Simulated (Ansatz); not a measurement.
# Heat of formation of C2H6O2 (ethylene glycol) from total energies

C2H6O2 has 10 atoms, charge 0, and is taken as a singlet. As SMILES, `OCCO`. Geometry: relaxed at PBE0-D4/def2-TZVP. This is one conformer, not always the lowest.

Total energies at HF/3-21G (Ansatz 0.2.0); the atoms run unrestricted:

| species | state | energy (Eh) |
| --- | --- | --- |
| C2H6O2 | singlet | -227.652953 |
| O | triplet | -74.393657 |
| C | triplet | -37.481070 |
| H | doublet | -0.496199 |

Harmonic wavenumbers at PBE0-D4/def2-TZVP, in cm⁻¹: 168, 315, 329, 470, 545, 878, 899, 1058, 1089, 1131, 1207, 1240, 1369, 1377, 1400, 1435, 1487, 1498, 2966, 3027, 3089, 3111, 3812, 3853.

Measured heats of formation of the gaseous atoms at 298.15 K, in kJ/mol: O 249.2, C 716.9, H 218.0. Spin-orbit lowering of the atoms at 298 K (mean of the ground term's levels less their thermal mean, from spectra), in kJ/mol: O 0.40, C 0.02. Take 1 Eh = 2625.50 kJ/mol, 1 cm⁻¹ = 0.0119627 kJ/mol, RT = 2.479 kJ/mol.

**Question.** What heat of formation follows?

**Answer.** 
1. Electronic atomisation energy: 2 × (-74.393657) + 2 × (-37.481070) + 6 × (-0.496199) − (-227.652953) = 0.926305 Eh = 2432.0 kJ/mol.
2. Zero-point energy: half the sum of the wavenumbers, 18876.5 cm⁻¹ = 225.8 kJ/mol.
3. Thermal vibrational enthalpy, Σ hcν̃/(exp(hcν̃/kT) − 1): 5.5 kJ/mol. Translation, rotation and pV of a non-linear molecule: 4 RT = 9.9 kJ/mol.
4. The 10 free atoms carry 5/2 RT each: 62.0 kJ/mol.
5. Spin-orbit coupling lowers the free atoms by 2 × 0.40 + 2 × 0.02 = 0.8 kJ/mol.
6. Atomisation enthalpy at 298 K: 2432.0 − 0.8 − 225.8 − 5.5 − 9.9 + 62.0 = 2252.0 kJ/mol.
7. Sum of the atoms' heats of formation: 3240.2 kJ/mol. Heat of formation: 3240.2 − 2252.0 = +988.2 kJ/mol.

The tabulated value is -389.4 kJ/mol (Active Thermochemical Tables), so this level is off by +1377.6 kJ/mol, or 38.0 % of the atomisation enthalpy that the table implies (3629.6 kJ/mol). Hartree–Fock leaves out correlation, which is larger in the molecule than in the atoms, so it underbinds and puts the heat of formation too high. A basis without polarisation functions underbinds badly. Anharmonicity and any spin-orbit splitting of the molecule are left out.
